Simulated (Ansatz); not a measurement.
The computed numbers are results of PBE, scalar-relativistic (no spin polarisation) in the plane-wave PAW code Ansatz at 420 eV, Γ-centred 10×10×6 mesh, 0.05 eV Gaussian smearing; PAW files: Ansatz's generated set soft_2.

A crystal of composition TiX2, relaxed at this level of theory, gives this pattern between 10° and 80°.

Cu Kα1 powder pattern (kinematic, no thermal factors).
| 2θ (°) | relative intensity |
| --- | --- |
| 12.53 | 9 |
| 25.21 | 22 |
| 27.39 | 8 |
| 30.22 | 100 |
| 37.57 | 34 |
| 47.66 | 28 |
| 48.42 | 24 |
| 50.22 | 1 |
| 51.76 | 6 |
| 55.36 | 15 |
| 56.52 | 1 |
| 58.14 | 15 |
| 59.55 | 2 |
| 62.85 | 7 |
| 70.29 | 9 |
| 72.99 | 7 |
| 73.58 | 13 |
| 78.96 | 12 |

Which lattice and cell does the pattern come from?

Trigonal, space group P-3m1 (No. 164), a = 3.757 Å, b = 3.757 Å, c = 7.059 Å, α = 90.00°, β = 90.00°, γ = 120.00°. The line positions fix the lattice at most, not the space group, and lines under 1 % of the strongest aren't listed; this is the group of the computed cell.

The calculation on TiX2, where X is one element, gave:

```
Band gap                                              : zero (metallic)
Density of states at the Fermi level                  : about 0.5 states/(eV·atom)
Bader charges                                         : Ti 1.37; X -0.69 e
Formation energy from the elements (0 K, uncorrected) : -0.70 eV/atom
```

Sites: Ti on 1a, X on 2d.

Which element is X?
A. I
B. Sn
C. Te
D. Sb

C. X is Te, so the compound is TiTe2.

The Crystallography Open Database holds a cell of this formula and space group, from which this one stands far in volume, proportions or bonds. The database's entry of this formula in the relaxed cell's space group, P-3m1, has axes of 3.777 × 3.777 × 6.498 Å and 26.76 Å³/atom (1981), the relaxed one 3.757 × 3.757 × 7.059 Å and 28.76.

These numbers lack spin–orbit coupling. The structure is built of weakly bound layers, and this functional has no dispersion term, so their spacing and all that hangs on it (volume, the soft elastic constants, low modes, dielectric constants) are poorly given.
